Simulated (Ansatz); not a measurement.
A run of Ansatz 0.2.0:

input.yaml

```yaml
crystal:
  lattice:
    - [2.93800111, 0.0, 0.0]
    - [-1.46900055, 2.5443836, 0.0]
    - [0.0, 0.0, 2.88300221]
  atoms:
    - { symbol: Ta, position: [0.3333333333, 0.6666666667, 0.5] }
    - { symbol: "N", position: [0.0, 0.0, 0.0] }
hamiltonian:
  xc: { exchange: pbesol, correlation: pbesol, exx: { coeff: 0.25 } }
  pseudopotentials: { kind: paw }
kpoints:
  mp_grid: { grid: [5, 5, 5] }
scf:
  occupations: { method: fermi_dirac, width: 0.05 }
output:
  forces: true
  stress: true
  eigenvalues: true
```

Potentials or basis: Ansatz PAW.

Launch:

```bash
$ ansatz run input.yaml --threads 2 --pin off --max-ram 5632MiB --backend cpu --events-out ev --progress --plain --runs-dir out
```

Hardware: 2 threads of Intel(R) Xeon(R) Platinum 8259CL CPU @ 2.50GHz (Skylake/Cascade Lake) (shared host).

Problem. How long does it take, and how much memory?

Solution. Run time: 14 s on 2 threads of Intel(R) Xeon(R) Platinum 8259CL CPU @ 2.50GHz (Skylake/Cascade Lake), with other jobs on the host, peak memory 0.67 GiB. Counts: scf iterations 21, plane waves 405, k points 15, bands 13.
